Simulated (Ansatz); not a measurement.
# Pb (Fm-3m) in Ansatz: settings compared

The runs below take Pb through band structure, single point, equation of state, with RPBE, LDA.

Program: Ansatz 0.2.0. These are calculated values, not measurements. Logs are shortened: lines on timing, memory, paths and dates and some standing lists are left out, and cuts for length are marked.

### Step 1. Starting point

Symmetry: Fm-3m, No. 225, cubic system. Conventional cell: a = 4.950 Å, b = 4.950 Å, c = 4.950 Å, α = 90.00°, β = 90.00°, γ = 90.00°. Pb (site symmetry m-3m) is surrounded by 12 Pb at 3.50 Å.

### Step 2. Band structure, RPBE, collinear spin, ferromagnetic start, moments held on the sites (volume scaled by 1.15)

input.yaml reads:

```yaml
crystal:
  lattice:
    - [0.0, 2.5930525979, 2.5930525979]
    - [2.5930525979, 0.0, 2.5930525979]
    - [2.5930525979, 2.5930525979, 0.0]
  atoms:
    - { symbol: Pb, position: [0.0, 0.0, 0.0], spin: 0.5 }
kpoints:
  mp_grid: { grid: [9, 9, 9] }
  band_path:
    path:
      - [0.0, 0.0, 0.0]
      - [0.5, 0.0, 0.5]
      - [0.5, 0.25, 0.75]
      - [0.375, 0.375, 0.75]
      - [0.0, 0.0, 0.0]
      - [0.5, 0.5, 0.5]
      - [0.625, 0.25, 0.625]
      - [0.5, 0.25, 0.75]
    npoints: 6
scf:
  occupations: { method: tetrahedron }
hamiltonian:
  xc: rpbe
  pseudopotentials: { kind: all_electron, lapw: { basis_error: 0.002 } }
magnetization:
  spin_polarized: true
  spin_locking: { lock_spins: true }
output:
  forces: true
  stress: true
  eigenvalues: true
```

Potentials or basis: all-electron LAPW, scalar-relativistic.

The run is started by

```sh
> ansatz run input.yaml --threads 1 --pin off --max-ram 2560MiB --backend cpu --events-out ev --progress --plain --runs-dir out
```

The program printed:

```text
Warning: output.forces, output.stress, relax.cell or npt_langevin: where a Kohn–Sham band that disperses or a degenerate level is filled in part under the method tetrahedron, the forces or the stress that this run publishes need not agree with its energy (scf.occupations.method in the input reference, under Limitations); prefer a smearing scheme for the forces or the stress
Warning: output.stress: the lock of the moments that magnetization.spin_locking holds to the close lets an SCF meet its threshold on dr2 anywhere within the lock's freeze window, and the stress can move with the moments there: no threshold on dr2 bounds that. The window is the square root of the freeze energy over magnetization.spin_locking.lambda. Set magnetization.spin_locking.freeze_energy_tol to 1e-7 of magnetization.spin_locking.lambda or tighter (1e-7 eV at magnetization.spin_locking.lambda's default), and hold the SCF's own gates tight with it: the threshold on dr2 and, on a non-collinear run, whose gate on the magnetisation can be let go, scf.convergence.magnetization_residual_energy_tol, under 2e-7 eV over the cell's volume in cubic angstroms (a run under these bars is not thereby shown to hold its stress)
Warning: RAYON_NUM_THREADS=1 ignored (pool sized by the plan → 1); use --threads N
LAPW: plane waves up to 5.728 Å⁻¹, error target 2.0e-3 eV per atom; small_component_spin mean_spin; Pb in spheres of 1.834 Å, 36 of its electrons in bands, Dirac shells [] (how accurate: hamiltonian.pseudopotentials.lapw.basis_error, Limitations)
Engine: ansatz 0.2.0, aarch64-unknown-linux-gnu
Pseudopotentials: kind: all_electron
Pseudopotential: Pb, LAPW, valence charge 36, lapw/all_electron/scalar/gaussian/Pb, Koelling and Harmon's equation, gaussian nucleus
Functional definition: RPBE
  parameter kappa = 0.804
  parameter beta = 0.06672455060314922
  exchange = rpbe_x(kappa = kappa, mu = beta*pi^2/3)
  correlation = pbe_c(beta = beta)
davidson cushion auto → on  (no smearing: the cushion is to keep the highest requested band from converging to the state above it; pin scf.eigensolver.cushion to override)
Crystal: 1 atoms, lattice volume = 34.871 Å³
Basis set: ecut = 125.02101399189497 eV, 113 PW (Γ), exchange–correlation at level 2
Bands: 23, of which v1, the nominal top of the filled ones, is band 18 counted from 1 (17 counted from 0)
Symmetry: 48 space group operations
Space group: Fm-3m (ITA 225), of the structure as read, at distance tolerance 3.3e-5 Å
Magnetic group: BNS 225.116 (UNI 1618), of the structure as read, at distance tolerance 3.3e-5 Å
k-points: 35 of 729
Non-local potential: Pb, projectors of the file, none
Initial density: superposition of atomic densities (chi_scale 0.1, normalization cell)
Starting moments: Σ|m| = 0.5 μB on 1 of 1 site
Initial wavefunctions: plane waves of lowest kinetic energy (no species holds an atomic orbital)
Functional: x = rpbe, c = pbe(β = 0.06672455060314922)
iter 1 solved again at ethr=7.28e-6 eV; its pass at ethr=1.00e-1 eV (dr2=2.62e-3 eV) is discarded
SCF iter   1: F=-568081.742420 eV  HF=-568081.740954 eV  |F-HF|=1.47e-3  |Δ(HF+E_count)|=         —  Δρ=3.60e-3 (↑3.60e-3 ↓3.44e-3)  dr2=2.64e-3  dr2_m=3.25e-3  M=0.278 μB ∫|m|=0.280 μB  β_m=0.30  ethr=7.28e-6  ⟨swp⟩=4.1  Hψ=10710  notcnv=0
preconditioner: auto → Kerker (q_TF=auto, 2.743 Å⁻¹)  [metal: no gap  n_scr=14 (ndim 8)  ℏωp=23.5 eV  f_vac=0.061]
spin=Collinear: Kerker preconditioning applied to the charge; magnetization (m = ρ↑ − ρ↓) channel mixes plain (no charge-response kernel on spin).
SCF iter   2: F=-568081.756189 eV  HF=-568081.750726 eV  |F-HF|=5.46e-3  |Δ(HF+E_count)|=   9.77e-3  Δρ=2.39e-3 (↑2.39e-3 ↓2.36e-3)  dr2=1.79e-3  dr2_m=1.36e-3  M=0.290 μB ∫|m|=0.291 μB  β_m=0.48  ethr=7.28e-6  ⟨swp⟩=3.0  Hψ=5224  notcnv=0  defer=1
SCF iter   3: F=-568081.779870 eV  HF=-568081.778653 eV  |F-HF|=1.22e-3  |Δ(HF+E_count)|=   2.79e-2  Δρ=8.75e-4 (↑7.27e-4 ↓8.75e-4)  dr2=6.67e-4  dr2_m=7.74e-5  M=0.300 μB ∫|m|=0.300 μB  β_m=0.56  ethr=4.96e-6  ⟨swp⟩=3.2  Hψ=5469  notcnv=0  defer=1
SCF iter   4: F=-568081.784164 eV  HF=-568081.783831 eV  |F-HF|=3.33e-4  |Δ(HF+E_count)|=         —  Δρ=4.74e-4 (↑3.94e-4 ↓4.74e-4)  dr2=2.93e-4  dr2_m=1.10e-5  M=0.296 μB ∫|m|=0.296 μB  β_m=0.74  ethr=1.85e-6  ⟨swp⟩=3.0  Hψ=5423  notcnv=0
the basis was enlarged: its passes take 967.0 KiB over the memory plan, 2 of 2 planned eigensolver slots
SCF iter   5: F=-568081.785488 eV  HF=-568081.785459 eV  |F-HF|=2.92e-5  |Δ(HF+E_count)|=   1.63e-3  Δρ=1.62e-4 (↑1.61e-4 ↓1.62e-4)  dr2=5.70e-5  dr2_m=2.27e-8  M=0.292 μB ∫|m|=0.292 μB  β_m=0.87  ethr=8.14e-7  ⟨swp⟩=3.2  Hψ=5476  notcnv=0
iter 6 solved again at ethr=1.26e-8 eV; its pass at ethr=1.58e-7 eV (dr2=4.54e-6 eV) is discarded
SCF iter   6: F=-568081.785746 eV  HF=-568081.785745 eV  |F-HF|=7.03e-7  |Δ(HF+E_count)|=   2.86e-4  Δρ=5.28e-5 (↑5.28e-5 ↓5.24e-5)  dr2=4.54e-6  dr2_m=2.30e-7  M=0.291 μB ∫|m|=0.291 μB  β_m=0.85  ethr=1.26e-8  ⟨swp⟩=2.0  Hψ=8949  notcnv=0
SCF iter   7: F=-568081.785485 eV  HF=-568081.785484 eV  |F-HF|=7.14e-7  |Δ(HF+E_count)|=   2.61e-4  Δρ=2.10e-5 (↑1.89e-5 ↓2.10e-5)  dr2=4.02e-7  dr2_m=4.27e-8  M=0.291 μB ∫|m|=0.291 μB  β_m=0.93  ethr=1.26e-8  ⟨swp⟩=3.0  Hψ=5293  notcnv=0
SCF iter   8: F=-568081.785430 eV  HF=-568081.785430 eV  |F-HF|=2.74e-8  |Δ(HF+E_count)|=   5.38e-5  Δρ=4.55e-6 (↑4.55e-6 ↓4.13e-6)  dr2=2.84e-8  dr2_m=2.37e-10  M=0.291 μB ∫|m|=0.292 μB  ethr=1.12e-9  ⟨swp⟩=3.6  Hψ=5568  notcnv=0
Constraint outer step 1 at iter 8: max|Δm| = 2.84e-1 μB  λ_eff = 1.000 eV/μB²  [c0 t0: gradient δμ = -5.690e-1 eV/μB]
[... 7 lines left out ...]
Constraint outer step 2 at iter 14: max|Δm| = 1.60e-1 μB  λ_eff = 1.000 eV/μB²  [c0 t0: secant δμ = -7.289e-1 eV/μB]
[... 2 lines left out ...]
SCF iter  16: F=-568081.561358 eV  HF=-568081.560891 eV  |F-HF|=4.67e-4  |Δ(HF+E_count)|=   1.88e-1  Δρ=7.00e-4 (↑7.00e-4 ↓6.46e-4)  dr2=1.68e-5  dr2_m=1.43e-4  M=0.646 μB ∫|m|=0.646 μB  β_m=0.61  ethr=1.90e-7  ⟨swp⟩=3.9  Hψ=5817  notcnv=0  defer=1
SCF iter  17: F=-568081.530634 eV  HF=-568081.530610 eV  |F-HF|=2.35e-5  |Δ(HF+E_count)|=   3.03e-2  Δρ=1.24e-4 (↑1.24e-4 ↓1.01e-4)  dr2=7.10e-6  dr2_m=3.16e-6  M=0.637 μB ∫|m|=0.637 μB  β_m=0.83  ethr=4.67e-8  ⟨swp⟩=3.0  Hψ=5436  notcnv=0
SCF iter  18: F=-568081.526178 eV  HF=-568081.526180 eV  |F-HF|=1.43e-6  |Δ(HF+E_count)|=   4.43e-3  Δρ=2.66e-5 (↑2.66e-5 ↓2.47e-5)  dr2=1.77e-6  dr2_m=4.41e-9  M=0.637 μB ∫|m|=0.637 μB  ethr=1.97e-8  ⟨swp⟩=3.1  Hψ=5452  notcnv=0
Constraint outer step 3 at iter 18: max|Δm| = 2.25e-2 μB  λ_eff = 1.000 eV/μB²  [c0 t0: secant δμ = -1.193e-1 eV/μB]
Mixer restart at iter 18: flushing history
SCF iter  19: F=-568081.529349 eV  HF=-568081.529060 eV  |F-HF|=2.89e-4  |Δ(HF+E_count)|=         —  Δρ=6.26e-4 (↑6.26e-4 ↓5.89e-4)  dr2=8.42e-6  dr2_m=1.17e-4  M=0.677 μB ∫|m|=0.677 μB  β_m=0.83  ethr=4.91e-9  ⟨swp⟩=4.6  Hψ=6333  notcnv=0  defer=2
SCF iter  20: F=-568081.490755 eV  HF=-568081.490753 eV  |F-HF|=2.14e-6  |Δ(HF+E_count)|=   3.83e-2  Δρ=9.02e-5 (↑7.06e-5 ↓9.02e-5)  dr2=2.49e-6  dr2_m=1.80e-6  M=0.665 μB ∫|m|=0.665 μB  β_m=0.77  ethr=2.34e-8  ⟨swp⟩=3.5  Hψ=5578  notcnv=0  defer=2
SCF iter  21: F=-568081.495168 eV  HF=-568081.495168 eV  |F-HF|=4.00e-7  |Δ(HF+E_count)|=   4.41e-3  Δρ=2.50e-5 (↑2.36e-5 ↓2.50e-5)  dr2=1.54e-6  dr2_m=8.89e-9  M=0.667 μB ∫|m|=0.667 μB  β_m=0.88  ethr=6.91e-9  ⟨swp⟩=3.0  Hψ=5221  notcnv=0
SCF iter  22: F=-568081.495054 eV  HF=-568081.495055 eV  |F-HF|=1.03e-6  |Δ(HF+E_count)|=   1.13e-4  Δρ=1.63e-5 (↑1.57e-5 ↓1.63e-5)  dr2=7.06e-7  dr2_m=5.81e-10  M=0.667 μB ∫|m|=0.667 μB  β_m=0.76  ethr=4.28e-9  ⟨swp⟩=3.0  Hψ=5177  notcnv=0
SCF iter  23: F=-568081.495001 eV  HF=-568081.495001 eV  |F-HF|=1.02e-7  |Δ(HF+E_count)|=   5.33e-5  Δρ=1.02e-5 (↑9.84e-6 ↓1.02e-5)  dr2=2.84e-7  dr2_m=8.39e-11  M=0.667 μB ∫|m|=0.667 μB  β_m=0.88  ethr=1.96e-9  ⟨swp⟩=2.7  Hψ=5080  notcnv=0
SCF iter  24: F=-568081.495016 eV  HF=-568081.495016 eV  |F-HF|=1.63e-9  |Δ(HF+E_count)|=   1.46e-5  Δρ=1.05e-6 (↑9.68e-7 ↓1.05e-6)  dr2=1.66e-9  dr2_m=3.50e-11  M=0.667 μB ∫|m|=0.667 μB  ethr=7.90e-10  ⟨swp⟩=3.0  Hψ=5356  notcnv=0
SCF 1 converged in 24 iterations: F = -568081.495016 eV  dr2 = 1.66e-9
NSCF: frozen V_eff on 43 k-points
this state was not tested for a lower state beside it, because a magnetisation constraint still acts at the end of the SCF (magnetization_constraint; see scf.lower_state_search)
SCF converged after 24 iterations
Magnetization: 0.6669 μB (18.3334 up, 17.6666 down)
Absolute magnetization: 0.6670 μB (∫|ρ↑−ρ↓|)
Spin contamination: 0.0035 ħ² per cell (⟨S²⟩ above its minimum at these occupations)
Per-site moments (μB) at R_I (Å): [(0.5006388537463742, 1.512691187657499)]
--- Magnetisation constraints (ε_frz = 1.0e-4 eV) ---
  site  kind      target   achieved (μB)  |Δ|max (μB)  g (eV/μB)  λ_eff  esc  ok   flags
  0     per_site  +0.5000  +0.5006        6.39e-4      -1.42e0    1.000  0    yes
Free energy (F): -568081.495016 eV
Harris-Foulkes:  -568081.495016 eV  (|F-HF|=1.63e-9)
Internal energy: -568081.495044 eV  (E = F + TS)
E sigma→0 (E₀):  -568081.495016 eV
Entropy (-TS):   0.000028 eV (0.028 meV/atom)
Fermi energy:    13.220839 eV
--- Per-component energies (eV) ---
  E_band       = -2282.302612
  E_kinetic    = 655000.556842
  E_xc         = -10595.427545
  E_constr_dc  = -0.708869  (∫m·b dr)
  E_electrostatic = -1212486.624347  (all electrons and nuclei)
  E_smearing   = 0.000028  (= −TS)
  E_closure    = 0.000006  (closes the sum)
  E_penalty    = -0.000911  (constraint; not in F)
  E_atoms      = -568078.678446  (free atoms, spherical and without spin; not in F)
  Σ components = -568081.495016   (vs F -568081.495016, Δ=0.00e0)
  Basis errors (estimates in eV, not in F): energy 8.9e-4 per atom: plane waves 8.8e-4 (5.0e-4 summed), levels above the bands 0.0e0, relativity 2.5e-7, radial functions 1.1e-5, core shells 1.8e-10; eigenvalues (radial functions only) 5.3e-4; not estimated: angular momenta, meshes, grids; target (lapw.basis_error) 2.0e-3; muffin-tin radii Pb 1.834 Å
--- Forces (eV/Å), atoms counted from 1 ---
  atom   1  Pb    -0.00000000     0.00000000     0.00000000
  max |Σ_I F_I| component: 8.22e-32 eV/Å
--- Stress (GPa, compression-positive) ---
       -1.444398       0.000000      -0.000000
        0.000000      -1.444398      -0.000000
       -0.000000      -0.000000      -1.444398
  P = ⅓ Tr σ = -1.4444 GPa (-14.444 kbar)
--- Band table (eV; the first three rows and the last of 70) ---
  k-point 0 ↑: bands = ["-127.8190", "-116.8383", "-116.8383", "-116.8383", "-116.8381", "-116.8381", "-116.8381", "-116.8379", "-69.6820", "-69.6820", "-69.6820", "-5.2634", "-5.2634", "-5.2634", "-5.1758", "-5.1758", "1.0745", "18.1680", "18.1680", "18.1680", "22.0110", "22.1459", "23.7014"]
  k-point 1 ↑: bands = ["-127.8190", "-116.8383", "-116.8383", "-116.8383", "-116.8381", "-116.8381", "-116.8381", "-116.8379", "-69.6822", "-69.6821", "-69.6821", "-5.2625", "-5.2528", "-5.2528", "-5.1754", "-5.1754", "1.2738", "16.2510", "17.9422", "17.9422", "21.3390", "23.2822", "24.0858"]
  k-point 2 ↑: bands = ["-127.8190", "-116.8383", "-116.8383", "-116.8383", "-116.8381", "-116.8381", "-116.8381", "-116.8379", "-69.6826", "-69.6821", "-69.6821", "-5.2617", "-5.2402", "-5.2402", "-5.1597", "-5.1597", "1.8597", "13.3080", "17.4511", "17.4511", "20.7821", "23.6803", "23.9691"]
  k-point 34 ↓: bands = ["-124.9512", "-113.9890", "-113.9890", "-113.9890", "-113.9888", "-113.9888", "-113.9888", "-113.9886", "-66.8154", "-66.8152", "-66.8149", "-2.3327", "-2.3208", "-2.2679", "-2.2128", "-2.1417", "7.8166", "12.8705", "13.7597", "15.1275", "23.5838", "24.9033", "25.6060"]
```

Wall time 19 s (1 thread of Arm Neoverse V2, shared host); peak memory 0.28 GiB.

What came out:

* Free energy: -568081.4950 eV
* Band gap along the path: none (metal or under the smearing width)
* Net moment: 0.67 μB per cell
* Absolute moment: 0.67 μB per cell
* Site moments: Pb +0.50 μB

Levels at the corners of the path, in eV from the Fermi level:
Spin up:
```tsv
point	band 15	band 16	band 17	band 18	band 19	band 20	band 21	band 22
Γ	-18.40	-18.40	-12.15	4.95	4.95	4.95	8.79	8.93
X	-18.29	-18.29	-8.35	-3.86	0.64	0.64	4.37	5.36
W	-18.36	-18.29	-8.29	-2.25	-2.25	-0.65	8.88	10.37
K	-18.35	-18.31	-8.42	-3.03	-2.04	1.40	5.32	9.52
Γ	-18.40	-18.40	-12.15	4.95	4.95	4.95	8.79	8.93
L	-18.31	-18.31	-9.40	-4.59	3.45	3.45	7.39	8.44
U	-18.35	-18.31	-8.42	-3.03	-2.04	1.40	5.32	9.52
W	-18.36	-18.29	-8.29	-2.25	-2.25	-0.65	8.88	10.37
```
Spin down:
```tsv
point	band 14	band 15	band 16	band 17	band 18	band 19	band 20	band 21	band 22	band 23
Γ	-15.56	-15.47	-15.47	-9.54	7.87	7.87	7.87	10.34	10.50	12.61
X	-15.39	-15.36	-15.36	-5.35	-1.57	3.22	3.22	5.66	7.17	18.71
W	-15.52	-15.44	-15.36	-5.25	0.09	0.09	1.41	10.83	12.44	12.44
K	-15.43	-15.42	-15.38	-5.41	-0.71	0.14	4.03	6.85	11.52	16.57
Γ	-15.56	-15.47	-15.47	-9.54	7.87	7.87	7.87	10.34	10.50	12.61
L	-15.55	-15.38	-15.38	-6.51	-2.47	6.34	6.34	9.29	9.79	11.36
U	-15.43	-15.42	-15.38	-5.41	-0.71	0.14	4.03	6.85	11.52	16.57
W	-15.52	-15.44	-15.36	-5.25	0.09	0.09	1.41	10.83	12.44	12.44
```

Caveat: the SCF stop doesn't bound the stress; each atom's moment is held at its typed value, so this isn't a free magnetic state; spin-orbit coupling is left out, which moves the levels of the heavy elements; with tetrahedron occupations forces and stress needn't match the slope of the energy.

### Step 3. Single point, LDA, 28.50 Å³/atom (volume scaled by 0.94)

input.yaml reads:

```yaml
crystal:
  lattice:
    - [0.0, 2.4244952108, 2.4244952108]
    - [2.4244952108, 0.0, 2.4244952108]
    - [2.4244952108, 2.4244952108, 0.0]
  atoms:
    - { symbol: Pb, position: [0.0, 0.0, 0.0] }
kpoints:
  mp_grid: { grid: [9, 9, 9] }
scf:
  occupations: { method: gaussian, width: 0.15 }
hamiltonian:
  xc: lda
  pseudopotentials: { kind: all_electron, lapw: { basis_error: 0.001 } }
output:
  forces: true
  stress: true
  eigenvalues: true
```

Potentials or basis: all-electron LAPW, scalar-relativistic.

The run is started by

```sh
> ansatz run input.yaml --threads 1 --pin off --max-ram 2560MiB --backend cpu --events-out ev --progress --plain --runs-dir out
```

Wall time 3 s (1 thread of Arm Neoverse V2, shared host); peak memory 0.23 GiB.

The run converged. Its results:

* Free energy: -567762.7811 eV
* Pressure: 1.0 GPa
* Band gap on the k mesh: none (metal or under the smearing width)

### Step 4. Single point, LDA, 29.11 Å³/atom (volume scaled by 0.96)

input.yaml, as its differences from that of step 3:

```diff
@@ -2,5 +2,5 @@
   lattice:
-    - [0.0, 2.4244952108, 2.4244952108]
-    - [2.4244952108, 0.0, 2.4244952108]
-    - [2.4244952108, 2.4244952108, 0.0]
+    - [0.0, 2.4415696833, 2.4415696833]
+    - [2.4415696833, 0.0, 2.4415696833]
+    - [2.4415696833, 2.4415696833, 0.0]
   atoms:
```

The run is started by

```sh
> ansatz run input.yaml --threads 1 --pin off --max-ram 2560MiB --backend cpu --events-out ev --progress --plain --runs-dir out
```

It took 3.5 s on 1 thread of Arm Neoverse V2, shared host; peak memory 0.23 GiB.

The run converged. Its results:

| Property | Result |
| --- | --- |
| Free energy | -567762.7825 eV |
| Pressure | -0.2 GPa |
| Band gap on the k mesh | none (metal or under the smearing width) |

### Step 5. Single point, LDA, 29.72 Å³/atom (volume scaled by 0.98)

input.yaml, as its differences from that of step 4:

```diff
@@ -2,5 +2,5 @@
   lattice:
-    - [0.0, 2.4415696833, 2.4415696833]
-    - [2.4415696833, 0.0, 2.4415696833]
-    - [2.4415696833, 2.4415696833, 0.0]
+    - [0.0, 2.458408627, 2.458408627]
+    - [2.458408627, 0.0, 2.458408627]
+    - [2.458408627, 2.458408627, 0.0]
   atoms:
```

The run is started by

```sh
> ansatz run input.yaml --threads 1 --pin off --max-ram 2560MiB --backend cpu --events-out ev --progress --plain --runs-dir out
```

Wall time 3.2 s (1 thread of Arm Neoverse V2, shared host); peak memory 0.23 GiB.

The run converged. Its results:

```yaml
Free_energy: -567762.7797 eV
Pressure: -1.2 GPa
Band_gap_on_the_k_mesh: none (metal or under the smearing width)
```

### Step 6. Single point, LDA, 30.32 Å³/atom

input.yaml, as its differences from that of step 5:

```diff
@@ -2,5 +2,5 @@
   lattice:
-    - [0.0, 2.458408627, 2.458408627]
-    - [2.458408627, 0.0, 2.458408627]
-    - [2.458408627, 2.458408627, 0.0]
+    - [0.0, 2.47502, 2.47502]
+    - [2.47502, 0.0, 2.47502]
+    - [2.47502, 2.47502, 0.0]
   atoms:
```

Potentials or basis: all-electron LAPW, scalar-relativistic.

The run is started by

```sh
> ansatz run input.yaml --threads 1 --pin off --max-ram 2560MiB --backend cpu --events-out ev --progress --plain --runs-dir out
```

Wall time 3 s (1 thread of Arm Neoverse V2, shared host); peak memory 0.23 GiB.

Results (log left out):

| Item | Value |
| --- | --- |
| Free energy | -567762.7733 eV |
| Pressure | -2.2 GPa |
| Band gap on the k mesh | none (metal or under the smearing width) |

### Step 7. Single point, LDA, 30.93 Å³/atom (volume scaled by 1.02)

input.yaml, as its differences from that of step 6:

```diff
@@ -2,5 +2,5 @@
   lattice:
-    - [0.0, 2.47502, 2.47502]
-    - [2.47502, 0.0, 2.47502]
-    - [2.47502, 2.47502, 0.0]
+    - [0.0, 2.4914113386, 2.4914113386]
+    - [2.4914113386, 0.0, 2.4914113386]
+    - [2.4914113386, 2.4914113386, 0.0]
   atoms:
```

The run is started by

```sh
> ansatz run input.yaml --threads 1 --pin off --max-ram 2560MiB --backend cpu --events-out ev --progress --plain --runs-dir out
```

It took 3.2 s on 1 thread of Arm Neoverse V2, shared host; peak memory 0.23 GiB.

The run converged. Its results:

```
Free energy            : -567762.7636 eV
Pressure               : -2.9 GPa
Band gap on the k mesh : none (metal or under the smearing width)
```

### Step 8. Single point, LDA, 31.54 Å³/atom (volume scaled by 1.04)

input.yaml, as its differences from that of step 7:

```diff
@@ -2,5 +2,5 @@
   lattice:
-    - [0.0, 2.4914113386, 2.4914113386]
-    - [2.4914113386, 0.0, 2.4914113386]
-    - [2.4914113386, 2.4914113386, 0.0]
+    - [0.0, 2.5075897876, 2.5075897876]
+    - [2.5075897876, 0.0, 2.5075897876]
+    - [2.5075897876, 2.5075897876, 0.0]
   atoms:
```

The run is started by

```sh
> ansatz run input.yaml --threads 1 --pin off --max-ram 2560MiB --backend cpu --events-out ev --progress --plain --runs-dir out
```

Wall time 3.2 s (1 thread of Arm Neoverse V2, shared host); peak memory 0.23 GiB.

The run converged. Its results:

- Free energy: -567762.7510 eV
- Pressure: -3.7 GPa
- Band gap on the k mesh: none (metal or under the smearing width)

### Step 9. Single point, LDA, 32.14 Å³/atom (volume scaled by 1.06)

input.yaml, as its differences from that of step 8:

```diff
@@ -2,5 +2,5 @@
   lattice:
-    - [0.0, 2.5075897876, 2.5075897876]
-    - [2.5075897876, 0.0, 2.5075897876]
-    - [2.5075897876, 2.5075897876, 0.0]
+    - [0.0, 2.5235621278, 2.5235621278]
+    - [2.5235621278, 0.0, 2.5235621278]
+    - [2.5235621278, 2.5235621278, 0.0]
   atoms:
```

Potentials or basis: all-electron LAPW, scalar-relativistic.

The run is started by

```sh
> ansatz run input.yaml --threads 1 --pin off --max-ram 2560MiB --backend cpu --events-out ev --progress --plain --runs-dir out
```

Run time: 3.4 s. Hardware: 1 thread of Arm Neoverse V2, shared host; peak memory 0.23 GiB.

Results (log left out):

| Property | Result |
| --- | --- |
| Free energy | -567762.7360 eV |
| Pressure | -4.3 GPa |
| Band gap on the k mesh | none (metal or under the smearing width) |

### Step 10. Equation of state, LDA

Potentials or basis: all-electron LAPW, scalar-relativistic.

No new run: the results of the series are fitted here.

Results:

```
Equilibrium volume                      : 29.00 Å³/atom
Bulk modulus                            : 54 GPa
Pressure derivative of the bulk modulus : 5.1
```

Energy against volume, from the lowest point:
```
volume (Å³/atom)  energy (meV/atom)
          28.503               1.40
          29.110               0.00
          29.716               2.79
          30.323               9.26
          30.929              18.95
          31.535              31.48
          32.142              46.52
```

### Step 11. Against experiment

Step 10. The cell as given is a measured one (30.32 Å³/atom); LDA puts the equilibrium volume -4.4 % from it, thermal expansion not counted.
